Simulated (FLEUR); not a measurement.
## SiNi: single point with PBEsol

The system is SiNi.

```xyz
4
Lattice="2.9428 0.0000 0.0000 0.0000 3.2803 0.0000 0.0000 0.0000 4.6774" Properties=species:S:1:pos:R:3 pbc="T T T"
Ni    1.4714    1.6402    1.6020
Ni    0.0000    0.0000    3.0754
Si    1.4714    1.6402    3.9438
Si    0.0000    0.0000    0.7337
```

The cell is a database's computed one.

* Program: FLEUR MaX-R8.1 (later development tree)
* Task: single point
* Functional: PBEsol
* Potentials or basis: all-electron
* Basis: FLAPW
* Kmax: 5.27 1/bohr
* k mesh: 9 × 8 × 6
* Occupations: fermi-dirac, width 0.05 eV
* Spin: collinear spin, ferromagnetic start
* Starting moments: [1.0, 1.0, 0.0, 0.0] μB

```
Largest force                                         : 0.093 eV/Å
Band gap on the k mesh                                : none (metal or under the smearing width)
Net moment                                            : 0.00 μB per cell
Valence electrons inside the program's atomic spheres : Ni 16.80; Si 9.43 (radii Ni 2.11, Si 1.86 bohr)
```

Forces on the atoms (eV/Å):
```
Ni   0.000  0.000  0.058
Ni   0.000  0.000 -0.058
Si   0.000  0.000 -0.093
Si   0.000  0.000  0.093
```

Levels at points of the mesh, in eV from the Fermi level:
Spin up:
| k point | band 28 | band 29 | band 30 | band 31 | band 32 | band 33 |
| --- | --- | --- | --- | --- | --- | --- |
| (0.00, 0.00, 0.00) | -2.06 | -2.03 | -1.39 | 1.22 | 2.73 | 5.17 |
| (0.00, 0.00, 0.50) | -2.11 | 1.11 | 1.56 | 1.95 | 2.40 | 2.92 |
| (0.00, 0.50, 0.00) | -2.28 | -2.21 | -2.21 | 1.15 | 1.15 | 4.99 |
| (0.00, 0.50, 0.50) | -2.07 | -2.06 | -2.06 | 5.22 | 5.22 | 5.41 |
Spin down:
| k point | band 28 | band 29 | band 30 | band 31 | band 32 | band 33 |
| --- | --- | --- | --- | --- | --- | --- |
| (0.00, 0.00, 0.00) | -2.06 | -2.03 | -1.39 | 1.22 | 2.73 | 5.17 |
| (0.00, 0.00, 0.50) | -2.11 | 1.11 | 1.56 | 1.95 | 2.40 | 2.92 |
| (0.00, 0.50, 0.00) | -2.28 | -2.21 | -2.21 | 1.15 | 1.15 | 4.99 |
| (0.00, 0.50, 0.50) | -2.07 | -2.06 | -2.06 | 5.22 | 5.22 | 5.41 |

Core levels (eV from the Fermi level):
| atom | levels |
| --- | --- |
| 1 Ni | 1s1/2 -8195.5, 2s1/2 -973.5, 2p1/2 -848.6, 2p3/2 -831.1 |
| 2 Ni | 1s1/2 -8195.5, 2s1/2 -973.5, 2p1/2 -848.6, 2p3/2 -831.1 |
| 3 Si | 1s1/2 -1777.5 |
| 4 Si | 1s1/2 -1777.5 |

Run time: 4.5 min on 4 MPI ranks on AMD EPYC 9R45 96-Core Processor (Zen 5), on a shared host.
